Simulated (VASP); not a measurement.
A run of VASP 6.6.1 is set up as follows.

Contents of INCAR:

```
SYSTEM = CoO
ALGO = Normal
EDIFF = 1E-6
EDIFFG = -0.005
ENCUT = 600
GGA = PS
IBRION = 2
ISIF = 3
ISMEAR = -1
ISPIN = 2
IVDW = 11
LASPH = .TRUE.
LCHARG = .FALSE.
LMAXMIX = 4
LORBIT = 11
LREAL = .FALSE.
LWAVE = .FALSE.
MAGMOM = 2 0
NELM = 120
NSW = 60
PREC = Accurate
SIGMA = 0.05
```

File KPOINTS:

```
k-points
0
G
  9 9 9
  0 0 0
```

Contents of POSCAR:

```
CoO
1.0
   -1.5080004400      1.5080004400      2.1072503600
    1.5080004400     -1.5080004400      2.1072503600
    1.5080004400      1.5080004400     -2.1072503600
Co O
1 1
Direct
    0.0000000000      0.0000000000      0.0000000000
    0.5000000000      0.5000000000      0.0000000000
```

Potentials or basis: VASP PAW PBE potentials, release 64 (Co, O).

Command:

```console
$ cat potpaw_PBE.64/Co/POTCAR potpaw_PBE.64/O/POTCAR > POTCAR
$ mpirun -np 1 vasp_std > vasp.out
```

Question: Estimate the space group after relaxing (to 0.05 Å).

Answer: I4/mmm (No. 139).

Question: Estimate the net moment.

Answer: 2.90 μB per cell.

Question: Estimate the band gap on the k mesh.

Answer: None (metal or under the smearing width).

Question: What does it give for the relaxed cell?

Answer: a = 3.000 Å, b = 3.000 Å, c = 3.000 Å, α = 119.60°, β = 119.60°, γ = 90.69°.

Step by step:
```tsv
step	energy change (eV)	largest force (eV/Å)	pressure (GPa)	volume (Å³)
1	0.0000	0.0000	16.44	19.17
2	0.3764	0.0000	-28.13	22.03
3	0.0868	0.0000	-19.15	20.10
4	0.0303	0.0000	-15.85	19.59
5	0.0107	0.0000	-14.30	19.38
6	0.0018	0.0000	-12.01	19.27
7	-0.0013	0.0000	-5.33	19.22
8	-0.0015	0.0000	2.98	19.19
9	-0.0016	0.0000	-0.62	19.20
10	-0.0016	0.0000	0.03	19.20
```

Caveat: the PAW data sets were made with another functional, which shifts forces and pressure a little; a cell with one magnetic atom can't hold antiferromagnetic order, which such compounds often take; semilocal functionals often make such compounds metallic where correlation or magnetic order opens a gap, which also shifts bond lengths; pairwise dispersion overbinds metals, which lowers pressure and volume. With open d or f shells a metallic result of PBEsol can be an artefact of self-interaction; +U or a hybrid may open a gap.
